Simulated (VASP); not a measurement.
## From an Ansatz input to VASP: C (distorted diamond)

Ansatz input

```yaml
crystal:
  lattice:
    - [0.0234, 1.7928, 1.8003]
    - [1.8047, 0.0305, 1.7933]
    - [1.8013, 1.7823, 0.0339]
  atoms:
    - { symbol: C, position: [0.9528, 0.0531, 0.9951] }
    - { symbol: C, position: [0.2336, 0.2612, 0.2277] }
kpoints:
  mp_grid: { grid: [10, 10, 10] }
hamiltonian:
  xc: r2scan
scf:
  occupations: { method: fermi_dirac, width: 0.02 }
  n_extra_bands: 4
output:
  forces: true
  stress: true
  eigenvalues: true
```

Task: Translate this input to VASP.

Result: 

INCAR

```
LASPH = .TRUE.
ISMEAR = -1
SIGMA = 0.02
ALGO = Normal
NELM = 120
IBRION = -1
PREC = Accurate
LREAL = .FALSE.
NSW = 0
METAGGA = R2SCAN
ISIF = 2
ENCUT = 520
NBANDS = 11
EDIFF = 1E-7
LCHARG = .FALSE.
LWAVE = .FALSE.
```

KPOINTS

```
KPOINTS created by Atomic Simulation Environment
0
Gamma
10 10 10
0 0 0
```

POSCAR

```
C
 1.0000000000000000
     0.0234000000000000    1.7927999999999999    1.8003000000000000
     1.8047000000000000    0.0305000000000000    1.7932999999999999
     1.8012999999999999    1.7823000000000000    0.0339000000000000
 C
   2
Cartesian
  1.9105987199999999  3.4833661199999999  1.8442839599999998
  0.8870098900000000  0.8325943900000000  0.8966790699999999
```

VASP ran with the recommended PBE PAW datasets (8 valence electrons in the cell). Other inputs would serve too.

```json
{"": "gap between bands v and c on the k mesh", "Ansatz": "2.12 eV", "VASP": "2.10 eV"}
{"": "least direct gap on the k mesh", "Ansatz": "2.70 eV", "VASP": "2.67 eV"}
{"": "pressure", "Ansatz": "2.2 GPa", "VASP": "3.3 GPa"}
{"": "largest force", "Ansatz": "3.98 eV/Å", "VASP": "3.99 eV/Å"}
```

Each program uses its own PAW datasets. VASP's cell holds 8 valence electrons and Ansatz's 8. Ansatz's stress includes a Pulay correction; VASP's doesn't.
